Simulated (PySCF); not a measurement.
Gas-phase XPS of ethoxy ethane, computed

Ethoxy ethane, C4H10O.
Numbering: `[CH3:1][CH2:2][O:3][CH2:4][CH3:5]`

Theory: delta-SCF UKS SCAN, pcX-2 on the ionised atom, pcseg-1 elsewhere, spin-free X2C (PySCF 2.14.0). These are vertical core ionisation energies against the vacuum level, from separate self-consistent calculations with and without the core hole.

Task: List the computed XPS lines with their assignment.

Result: 
| atom(s) | environment | level | binding energy (eV) | above the level's lowest (eV) | count |
| --- | --- | --- | --- | --- | --- |
| C1/C5 | methyl carbon | C 1s | 290.64 | 0.00 | 2 |
| C2/C4 | sp3 carbon bound to oxygen | C 1s | 292.00 | +1.36 | 2 |
| O3 | ether oxygen | O 1s | 538.13 | 0.00 | 1 |

Lowest listed C 1s: C1/C5, bonded to C and 3 H. Highest, 1.36 eV above it: C2/C4, bonded to O, C and 2 H. Summing the Pauling electronegativity differences to the bonded atoms, each weighted by its formal bond order, gives -1.05 for the lowest site and +0.19 for the highest.

Task: Give the binding energy of C 1s of C1/C5 in hartree and in kJ/mol.

Result: 290.64 eV = 10.6808 Eh = 28042 kJ/mol.

Task: Which effective nuclear charge Zeff reproduces each element's mean 1s value in the hydrogen-like formula E = 13.606 eV × Zeff²?

Result: C (Z = 6): mean 291.3 eV, Zeff = 4.63, Z − Zeff = 1.37; O (Z = 8): mean 538.1 eV, Zeff = 6.29, Z − Zeff = 1.71. Means run over the listed sites, weighted by atom count.

Atoms equivalent by their bonding share one computed value, that of the first of them. Geometry: PBE0-D3(BJ)/def2-SVP, one conformer, isolated molecule.

Hardware: one thread of an Arm Neoverse N1, on a shared host. Cost: 32 s.

Conformer computed: `[CH3:1][CH2:2][O:3][CH2:4][CH3:5]`: C1–C2–O3–C4 180°, C2–O3–C4–C5 180°.
